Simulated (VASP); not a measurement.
Here is a VASP 6.6.1 calculation.

INCAR

```
SYSTEM = TiO2
  PREC = Accurate
  ENCUT = 900
  EDIFF = 1E-8
  ISMEAR = 0
  SIGMA = 0.05
  LREAL = .False.
  LASPH = .True.
  NELM = 100
  ALGO = Normal
  ISIF = 2
  LWAVE = .False.
  LCHARG = .False.
  GGA = PE
  ADDGRID = .False.
```

KPOINTS

```
regular mesh
0
Gamma
  9 9 9
  0 0 0
```

Contents of POSCAR:

```
TiO2
1.0
   -1.8921000000      1.8921000000      4.7573000000
    1.8921000000     -1.8921000000      4.7573000000
    1.8921000000      1.8921000000     -4.7573000000
Ti O
2 4
Direct
    0.7634100000      0.2505420000      0.5022120000
    0.0240310000     -0.0225460000     -0.0109780000
    0.8032660000      0.7916050000      0.0039110000
    0.5255800000      0.0234350000      0.4817660000
    0.9615640000      0.4693800000      0.5068500000
    0.1853180000      0.2146180000     -0.0384270000
```

Potentials or basis: VASP PAW PBE potentials, release 64 (Ti, O).

The run is started by

```sh
$ cat potpaw_PBE.64/Ti/POTCAR potpaw_PBE.64/O/POTCAR > POTCAR
$ mpirun -np 1 vasp_std > vasp.out
```

Task: Predict the pressure.

Result: 11.9 GPa.

Task: Predict the band gap on the k mesh.

Result: 2.19 eV, indirect (least direct gap 2.63 eV).

Stress tensor (GPa, compression positive):
```
13.43  0.44  0.96
 0.44 18.79  0.86
 0.96  0.86  3.58
```

Caveat: an odd mesh through Γ misses points on the zone boundary, where band edges often lie.
